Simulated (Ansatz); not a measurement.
Born–Oppenheimer molecular dynamics of a periodic cell of 30 atoms, BaTiO3 (surface BaTiO3(111)). It starts from a partly relaxed structure (largest force component 0.08 eV/Å).

Theory: DFT PBEsol, scalar-relativistic, plane waves, PAW (Ansatz). Settings: accuracy low, PAW set soft_1, cutoff 420 eV, k mesh 2x2x1, fermi-dirac smearing 0.02 eV, no spin polarisation.

```json
{"ensemble": "NVT, Langevin thermostat", "time step": "1 fs", "steps asked": "110", "set temperature": "300 K", "friction": "0.01 /fs", "atoms held": "1 to 10", "seed": "826505"}
```

Frames 1 fs apart, positions in Å.

Velocities at 80 fs (Å/ps):

```
Ba 0.00 0.00 0.00
Ti 0.00 0.00 0.00
O 0.00 0.00 0.00
O 0.00 0.00 0.00
O 0.00 0.00 0.00
Ba 0.00 0.00 0.00
Ti 0.00 0.00 0.00
O 0.00 0.00 0.00
O 0.00 0.00 0.00
O 0.00 0.00 0.00
Ba 0.28 -0.31 0.56
Ti 0.58 0.98 2.87
O 1.54 -3.29 0.21
O -1.81 3.05 1.27
O 5.47 -5.37 -3.08
Ba 0.60 -0.13 -1.45
Ti 0.81 -3.30 -3.53
O -1.42 -2.68 -3.24
O 3.16 -2.53 -4.22
O -3.90 -2.99 -6.95
Ba 0.50 -1.32 -0.82
Ti 1.38 1.13 -1.51
O -6.18 0.82 -5.87
O 3.81 0.31 -4.54
O -2.19 3.78 -0.59
Ba -0.48 0.13 -2.97
Ti -0.95 1.09 1.23
O 1.25 -0.92 10.26
O 1.79 -1.18 4.66
O 0.01 -2.50 1.59
```

```xyz
30
Lattice="6.9337 0.0000 0.0000 -4.6428 6.5586 0.0000 0.0000 0.0000 18.0507" Properties=species:S:1:pos:R:3 time_fs=80 energy_less_start_eV=0.562 T=239
Ba 0.000 0.000 1.000
Ti -1.176 6.497 1.035
O 4.612 0.873 2.379
O -0.046 4.937 1.015
O -2.306 5.726 2.392
Ba 4.612 3.279 1.000
Ti 1.145 3.218 1.035
O 2.291 4.152 2.379
O 2.275 1.658 1.015
O 0.016 2.447 2.392
Ba 2.220 1.655 4.106
Ti 5.795 1.566 4.081
O -0.050 2.404 5.265
O 7.022 0.030 3.601
O 4.685 0.828 5.228
Ba 0.093 4.917 4.154
Ti 3.567 4.786 4.169
O -2.245 5.753 5.167
O 4.643 3.342 3.617
O 2.464 4.025 5.286
Ba 4.606 3.048 7.462
Ti 1.128 3.279 7.090
O 2.304 3.906 8.281
O 2.280 1.521 6.660
O 0.008 2.370 8.125
Ba 2.235 6.528 7.231
Ti -1.256 6.420 7.050
O 4.566 0.654 8.155
O -0.075 4.807 6.671
O -2.388 5.702 8.203
30
Lattice="6.9337 0.0000 0.0000 -4.6428 6.5586 0.0000 0.0000 0.0000 18.0507" Properties=species:S:1:pos:R:3 time_fs=81 energy_less_start_eV=0.550 T=228
Ba 0.000 0.000 1.000
Ti -1.176 6.497 1.035
O 4.612 0.873 2.379
O -0.046 4.937 1.015
O -2.306 5.726 2.392
Ba 4.612 3.279 1.000
Ti 1.145 3.218 1.035
O 2.291 4.152 2.379
O 2.275 1.658 1.015
O 0.016 2.447 2.392
Ba 2.220 1.654 4.107
Ti 5.795 1.567 4.083
O -0.049 2.401 5.265
O 7.021 0.033 3.602
O 4.690 0.823 5.224
Ba 0.093 4.917 4.152
Ti 3.567 4.782 4.166
O -2.247 5.750 5.164
O 4.646 3.339 3.613
O 2.460 4.022 5.279
Ba 4.607 3.047 7.462
Ti 1.129 3.280 7.088
O 2.297 3.907 8.275
O 2.284 1.522 6.655
O 0.006 2.374 8.124
Ba 2.235 6.528 7.228
Ti -1.257 6.422 7.051
O 4.567 0.653 8.165
O -0.073 4.806 6.676
O -2.388 5.699 8.204
30
Lattice="6.9337 0.0000 0.0000 -4.6428 6.5586 0.0000 0.0000 0.0000 18.0507" Properties=species:S:1:pos:R:3 time_fs=82 energy_less_start_eV=0.536 T=238
Ba 0.000 0.000 1.000
Ti -1.176 6.497 1.035
O 4.612 0.873 2.379
O -0.046 4.937 1.015
O -2.306 5.726 2.392
Ba 4.612 3.279 1.000
Ti 1.145 3.218 1.035
O 2.291 4.152 2.379
O 2.275 1.658 1.015
O 0.016 2.447 2.392
Ba 2.221 1.654 4.108
Ti 5.795 1.568 4.086
O -0.047 2.397 5.264
O 7.019 0.036 3.602
O 4.694 0.817 5.222
Ba 0.094 4.917 4.151
Ti 3.567 4.779 4.161
O -2.249 5.747 5.162
O 4.650 3.335 3.608
O 2.455 4.019 5.273
Ba 4.607 3.046 7.461
Ti 1.130 3.281 7.088
O 2.291 3.908 8.267
O 2.287 1.523 6.651
O 0.004 2.378 8.124
Ba 2.234 6.528 7.226
Ti -1.258 6.423 7.052
O 4.568 0.653 8.173
O -0.070 4.806 6.681
O -2.387 5.696 8.205
30
Lattice="6.9337 0.0000 0.0000 -4.6428 6.5586 0.0000 0.0000 0.0000 18.0507" Properties=species:S:1:pos:R:3 time_fs=83 energy_less_start_eV=0.524 T=240
Ba 0.000 0.000 1.000
Ti -1.176 6.497 1.035
O 4.612 0.873 2.379
O -0.046 4.937 1.015
O -2.306 5.726 2.392
Ba 4.612 3.279 1.000
Ti 1.145 3.218 1.035
O 2.291 4.152 2.379
O 2.275 1.658 1.015
O 0.016 2.447 2.392
Ba 2.221 1.653 4.108
Ti 5.795 1.569 4.089
O -0.046 2.393 5.262
O 7.017 0.038 3.602
O 4.698 0.812 5.220
Ba 0.094 4.918 4.150
Ti 3.568 4.776 4.157
O -2.252 5.745 5.160
O 4.654 3.331 3.604
O 2.449 4.015 5.267
Ba 4.608 3.045 7.460
Ti 1.131 3.282 7.087
O 2.284 3.909 8.259
O 2.290 1.524 6.647
O 0.003 2.381 8.124
Ba 2.234 6.528 7.223
Ti -1.259 6.424 7.054
O 4.570 0.652 8.180
O -0.068 4.806 6.686
O -2.386 5.693 8.206
30
Lattice="6.9337 0.0000 0.0000 -4.6428 6.5586 0.0000 0.0000 0.0000 18.0507" Properties=species:S:1:pos:R:3 time_fs=84 energy_less_start_eV=0.514 T=238
Ba 0.000 0.000 1.000
Ti -1.176 6.497 1.035
O 4.612 0.873 2.379
O -0.046 4.937 1.015
O -2.306 5.726 2.392
Ba 4.612 3.279 1.000
Ti 1.145 3.218 1.035
O 2.291 4.152 2.379
O 2.275 1.658 1.015
O 0.016 2.447 2.392
Ba 2.222 1.652 4.109
Ti 5.794 1.571 4.093
O -0.044 2.389 5.260
O 7.015 0.039 3.601
O 4.702 0.806 5.218
Ba 0.095 4.918 4.149
Ti 3.568 4.774 4.152
O -2.255 5.743 5.158
O 4.658 3.326 3.600
O 2.444 4.012 5.262
Ba 4.608 3.044 7.459
Ti 1.132 3.282 7.086
O 2.277 3.909 8.250
O 2.293 1.525 6.643
O 0.000 2.384 8.124
Ba 2.233 6.528 7.220
Ti -1.260 6.425 7.055
O 4.571 0.652 8.187
O -0.064 4.806 6.690
O -2.386 5.689 8.206
30
Lattice="6.9337 0.0000 0.0000 -4.6428 6.5586 0.0000 0.0000 0.0000 18.0507" Properties=species:S:1:pos:R:3 time_fs=85 energy_less_start_eV=0.507 T=245
Ba 0.000 0.000 1.000
Ti -1.176 6.497 1.035
O 4.612 0.873 2.379
O -0.046 4.937 1.015
O -2.306 5.726 2.392
Ba 4.612 3.279 1.000
Ti 1.145 3.218 1.035
O 2.291 4.152 2.379
O 2.275 1.658 1.015
O 0.016 2.447 2.392
Ba 2.223 1.652 4.110
Ti 5.794 1.572 4.097
O -0.043 2.384 5.257
O 7.012 0.040 3.599
O 4.706 0.800 5.216
Ba 0.095 4.918 4.148
Ti 3.569 4.772 4.148
O -2.258 5.740 5.156
O 4.662 3.321 3.595
O 2.438 4.008 5.257
Ba 4.609 3.043 7.459
Ti 1.132 3.282 7.086
O 2.270 3.910 8.240
O 2.296 1.526 6.640
O -0.002 2.386 8.124
Ba 2.233 6.528 7.218
Ti -1.262 6.426 7.058
O 4.571 0.651 8.194
O -0.061 4.806 6.694
O -2.385 5.685 8.205
30
Lattice="6.9337 0.0000 0.0000 -4.6428 6.5586 0.0000 0.0000 0.0000 18.0507" Properties=species:S:1:pos:R:3 time_fs=86 energy_less_start_eV=0.505 T=247
Ba 0.000 0.000 1.000
Ti -1.176 6.497 1.035
O 4.612 0.873 2.379
O -0.046 4.937 1.015
O -2.306 5.726 2.392
Ba 4.612 3.279 1.000
Ti 1.145 3.218 1.035
O 2.291 4.152 2.379
O 2.275 1.658 1.015
O 0.016 2.447 2.392
Ba 2.224 1.651 4.111
Ti 5.793 1.573 4.101
O -0.042 2.380 5.253
O 7.009 0.041 3.597
O 4.710 0.795 5.213
Ba 0.095 4.918 4.147
Ti 3.570 4.770 4.144
O -2.261 5.737 5.155
O 4.666 3.315 3.591
O 2.431 4.005 5.253
Ba 4.609 3.042 7.458
Ti 1.133 3.282 7.086
O 2.264 3.912 8.230
O 2.298 1.526 6.637
O -0.004 2.388 8.125
Ba 2.232 6.528 7.215
Ti -1.263 6.426 7.060
O 4.571 0.651 8.200
O -0.058 4.807 6.698
O -2.385 5.681 8.204
```

Of the whole run (110 fs, mean temperature of the second half 210 K): The mean temperature of the second half is 30 % below the set value. A run of 0.11 ps of so small a system gives no equilibrium averages. Limits of this set-up: coarse k mesh, thin slab, slab without dipole correction, PAW files made for another functional, a typed lattice constant that wasn't relaxed here, low accuracy level.

Time of the run: 17 min on 4 threads of Arm Neoverse V2, with other jobs on the host, peak memory 2.8 GiB.
